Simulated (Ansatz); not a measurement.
# BAs: stress in a strained cell

BAs is deformed so: x and y strained by +2 %, z held. What stress and forces result, by LAPW, PAW and all-electron datasets made for the crystal?

Method: DFT PBE, scalar-relativistic, in Ansatz 0.2.0.

2 further runs of the same task are left out: 2 that didn't finish. Runs told in other sessions of the task aren't counted.

### 1 Starting point

The structure is cubic, space group F-43m (No. 216). The conventional cell has a = 4.777 Å, b = 4.777 Å, c = 4.777 Å, α = 90.00°, β = 90.00°, γ = 90.00°. B (site symmetry -43m) is surrounded by 4 As at 2.07 Å. As (site symmetry -43m) has 4 B at 2.07 Å in its first shell of neighbours.

Coordinates:

```
CELL_PARAMETERS angstrom
0.00000 2.38850 2.38850
2.38850 0.00000 2.38850
2.38850 2.38850 0.00000
ATOMIC_POSITIONS crystal
B 0.00000 0.00000 0.00000
As 0.75000 0.75000 0.75000
```

Atoms are numbered in the order of the input: B1, As2.

### 2 After the deformation

Space group F-43m before, I-4m2 after.

### 3 All-electron LAPW

Input file input.yaml:

```yaml
crystal:
  lattice:
    - [0.0, 2.43627, 2.3885]
    - [2.43627, 0.0, 2.3885]
    - [2.43627, 2.43627, 0.0]
  atoms:
    - { symbol: B, position: [0.0, 0.0, 0.0] }
    - { symbol: As, position: [0.75, 0.75, 0.75] }
kpoints:
  mp_grid: { grid: [15, 15, 15] }
scf:
  occupations: { method: fermi_dirac, width: 0.03 }
hamiltonian:
  xc: pbe
  pseudopotentials: { kind: all_electron, lapw: { basis_error: 0.00025 } }
output:
  forces: true
  stress: true
  eigenvalues: true
```

The run is started by

```bash
> ansatz run input.yaml --threads 1 --pin off --max-ram 2048MiB --backend cpu --events-out ev --progress --plain --runs-dir out
```

Output, shortened:

```text
LAPW: plane waves up to 9.744 Å⁻¹, error target 2.5e-4 eV per atom; small_component_spin mean_spin; B in spheres of 0.873 Å, 5 of its electrons in bands, Dirac shells []; As in spheres of 1.224 Å, 23 of its electrons in bands, Dirac shells []
[...]
Pseudopotentials: kind: all_electron
Pseudopotential: B, LAPW, valence charge 5, Koelling and Harmon's equation, gaussian nucleus
Pseudopotential: As, LAPW, valence charge 23, Koelling and Harmon's equation, gaussian nucleus
Functional definition: PBE
[...]
Crystal: 2 atoms, lattice volume = 28.353 Å³
Basis set: ecut = 361.7223116192283 eV, 443 PW (Γ), exchange–correlation at level 2
Bands: 18, of which v1, the nominal top of the filled ones, is band 14 counted from 1 (13 counted from 0)
Symmetry: 8 space group operations
Space group: I-4m2 (ITA 119), of the structure as read, at distance tolerance 3.0e-5 Å
k-points: 288 of 3375 (time reversal used)
[...]
SCF iter   1: F=—  HF=-62200.712158 eV  |F-HF|=—  |Δ(HF+E_count)|=         —  Δρ=6.64e-2  dr2=1.67e0  ethr=5.94e-3  ⟨swp⟩=2.0  Hψ=34455  notcnv=0
[...]
the basis was enlarged: its passes take 256.4 KiB over the memory plan, 1 of 1 planned eigensolver slots
[...]
SCF iter   7: F=-62200.164236 eV  HF=-62200.164236 eV  |F-HF|=1.54e-8  |Δ(HF+E_count)|=   1.73e-6  Δρ=6.67e-6  dr2=1.11e-8  ethr=4.14e-9  ⟨swp⟩=3.0  Hψ=14636  notcnv=0
[...]
SCF converged after 7 iterations
Free energy (F): -62200.164236 eV
[...]
E sigma→0 (E₀):  -62200.164236 eV
Fermi energy:    11.660068 eV
[...]
--- Forces (eV/Å), atoms counted from 1 ---
  atom   1  B      0.00000000     0.00000000     0.00000000
  atom   2  As    -0.00000000     0.00000000    -0.00000000
[...]
--- Stress (GPa, compression-positive) ---
       -3.761905      -0.000000      -0.000000
       -0.000000      -3.761905      -0.000000
       -0.000000      -0.000000       0.082279
  P = ⅓ Tr σ = -2.4805 GPa (-24.805 kbar)
--- Band table (eV; the first three rows and the last of 288) ---
  k-point 0: bands = ["-174.2640", "-162.8056", "-117.6389", "-117.6361", "-117.6361", "-24.6956", "-24.6956", "-24.6930", "-24.6769", "-24.6750", "-3.9632", "11.0189", "11.0189", "11.2023", "14.2326", "14.3603", "14.3603", "15.2628"]
[...]
```

Wall time 93 s (1 thread of Arm Neoverse V1, shared host); peak memory 0.67 GiB.

In short: pressure -2.48 GPa; gap on the k mesh 0.94 eV (an odd mesh misses the zone boundary).

### 4 Frozen-core PAW

input.yaml, as its differences from that of step 3:

```diff
@@ -14,3 +14,3 @@
   xc: pbe
-  pseudopotentials: { kind: all_electron, lapw: { basis_error: 0.00025 } }
+  pseudopotentials: { kind: paw }
 output:
@@ -19 +19,2 @@
   eigenvalues: true
+  efg: { contact_densities: true }
```

The run is started by

```bash
> ansatz run input.yaml --threads 1 --pin off --max-ram 2048MiB --backend cpu --events-out ev --progress --plain --runs-dir out
```

Output, shortened:

```text
[...]
Pseudopotentials: kind: paw
Pseudopotential: B, paw, valence charge 3, recommended cutoff 420 eV (normal)
Pseudopotential: As, paw, valence charge 15, recommended cutoff 420 eV (normal)
[... 1 set-up line as earlier in the session ...]
[...]
Crystal: 2 atoms, lattice volume = 28.353 Å³
Basis set: ecut = 420 eV, 535 PW (Γ), exchange–correlation on 48×48×48 points (8 copies of the dense FFT grid, shifted against one another)
Bands: 13, of which v1, the nominal top of the filled ones, is band 9 counted from 1 (8 counted from 0)
[... 2 set-up lines as earlier in the session ...]
k-points: 288 of 3375 (time reversal used)
[...]
SCF iter   1: F=—  HF=-5012.096588 eV  |F-HF|=—  |Δ(HF+E_count)|=         —  Δρ=6.96e-4  dr2=5.38e-5  ethr=1.77e-3  ⟨swp⟩=5.8  Hψ=21548  notcnv=0
[...]
--- Forces (eV/Å), atoms counted from 1 ---
  atom   1  B      0.00000000     0.00000000     0.00000000
  atom   2  As     0.00000000     0.00000000     0.00000000
[...]
--- Stress (GPa, compression-positive) ---
       -3.728209       0.000000      -0.000000
       -0.000000      -3.728209      -0.000000
       -0.000000      -0.000000       0.112461
  P = ⅓ Tr σ = -2.4480 GPa (-24.480 kbar)
--- PAW observables at the nuclei: V_zz in 10²¹ V/m², potentials from the cell's mean, atoms counted from 1 ---
  atom   1  B  V_zz =    -0.015602   η = 0.0000   by run symmetry: allowed
            electrostatic potential = -326.001310 V   contact ρ = 486.334827 e/Å³
  atom   2  As V_zz =    -0.207944   η = 0.0000   by run symmetry: allowed
            electrostatic potential = -4515.657765 V   contact ρ = 235482.335961 e/Å³
--- Band table (eV; the first three rows and the last of 288) ---
  k-point 0: bands = ["-25.2576", "-25.2576", "-25.2549", "-25.2386", "-25.2366", "-4.5438", "10.4433", "10.4433", "10.6266", "13.6540", "13.7818", "13.7818", "14.6765"]
[...]
```

Run time: 12 s. Hardware: 1 thread of Arm Neoverse V1, shared host; peak memory 0.43 GiB.

Result: pressure -2.45 GPa; gap on the k mesh 0.94 eV (an odd mesh misses the zone boundary); Vzz B1 -0.02 (η = 0.00), As2 -0.21 (η = 0.00) (10²¹ V/m²).

### 5 Datasets made for this crystal

input.yaml, as its differences from that of step 4:

```diff
@@ -14,3 +14,3 @@
   xc: pbe
-  pseudopotentials: { kind: paw }
+  pseudopotentials: { kind: all_electron, datasets: crystal }
 output:
```

The run is started by

```bash
> ansatz run input.yaml --threads 1 --pin off --max-ram 2048MiB --backend cpu --events-out ev --progress --plain --runs-dir out
```

Output, shortened:

```text
[...]
[... 1 set-up line as earlier in the session ...]
Pseudopotential: B, paw, valence charge 3, recommended cutoff 240 eV (normal), Koelling and Harmon's equation, gaussian nucleus
Pseudopotential: As, paw, valence charge 15, recommended cutoff 240 eV (normal), Koelling and Harmon's equation, gaussian nucleus
[... 1 set-up line as earlier in the session ...]
[...]
Crystal: 2 atoms, lattice volume = 28.353 Å³
Basis set: ecut = 240 eV, 259 PW (Γ), exchange–correlation on 40×40×40 points (8 copies of the dense FFT grid, shifted against one another)
Bands: 8, of which v1, the nominal top of the filled ones, is band 4 counted from 1 (3 counted from 0)
[... 2 set-up lines as earlier in the session ...]
k-points: 288 of 3375 (time reversal used)
[...]
--- Forces (eV/Å), atoms counted from 1 ---
  atom   1  B      0.00000000     0.00000000     0.00000000
  atom   2  As    -0.00000000     0.00000000    -0.00000000
[...]
--- Stress (GPa, compression-positive) ---
       -3.762312      -0.000000      -0.000000
       -0.000000      -3.762312      -0.000000
       -0.000000      -0.000000       0.081555
  P = ⅓ Tr σ = -2.4810 GPa (-24.810 kbar)
  It holds what live shells' own plane waves past their cutoff add
--- PAW observables at the nuclei: V_zz in 10²¹ V/m², potentials from the cell's mean, atoms counted from 1 ---
  atom   1  B  V_zz =    -0.013983   η = 0.0000   by run symmetry: allowed
            electrostatic potential = -326.084452 V   contact ρ = 486.357436 e/Å³
  atom   2  As V_zz =    -0.198753   η = 0.0000   by run symmetry: allowed
            electrostatic potential = -4515.553930 V   contact ρ = 235553.638897 e/Å³
--- Band table (eV; the first three rows and the last of 288) ---
  k-point 0: bands = ["-3.9632", "11.0189", "11.0189", "11.2023", "14.2326", "14.3603"]
[...]
```

Wall time 21 s (1 thread of Arm Neoverse V1, shared host); peak memory 0.53 GiB.

Result: pressure -2.48 GPa; gap on the k mesh 0.94 eV (an odd mesh misses the zone boundary); Vzz B1 -0.01 (η = 0.00), As2 -0.20 (η = 0.00) (10²¹ V/m²).

### 6 Stress and forces compared

Stress (GPa, compression positive):

```tsv
method	xx	yy	zz	yz	xz	xy
LAPW	-3.76	-3.76	0.08	0.00	0.00	0.00
PAW	-3.73	-3.73	0.11	0.00	0.00	0.00
crystal datasets	-3.76	-3.76	0.08	0.00	0.00	0.00
```

| method | pressure (GPa) | gap on the k mesh (eV) | Vzz B1 (10²¹ V/m²) | Vzz As2 (10²¹ V/m²) | SCF cycles, by the record's count | time |
| --- | --- | --- | --- | --- | --- | --- |
| LAPW | -2.48 | 0.94 | – | – | 7 | 93 s |
| PAW | -2.45 | 0.94 | -0.02 | -0.21 | 6 | 12 s |
| crystal datasets | -2.48 | 0.94 | -0.01 | -0.20 | 7 | 21 s |

### 7 What came out

| quantity | value |
| --- | --- |
| pressure | LAPW -2.48, PAW -2.45, crystal datasets -2.48 GPa |
| largest shear or deviatoric stress (LAPW) | 2.56 GPa |

What this shows: The largest part of the stress beyond the pressure is 2.56 GPa in size, in the zz component; the atoms are carried along and not relaxed. No run of the undeformed cell stands beside it, so pressure and stress hold what the given cell had before the change, as far as its symmetry allows. PAW: stress within 0.04 GPa of LAPW. Crystal datasets: stress within 0.01 GPa of LAPW.
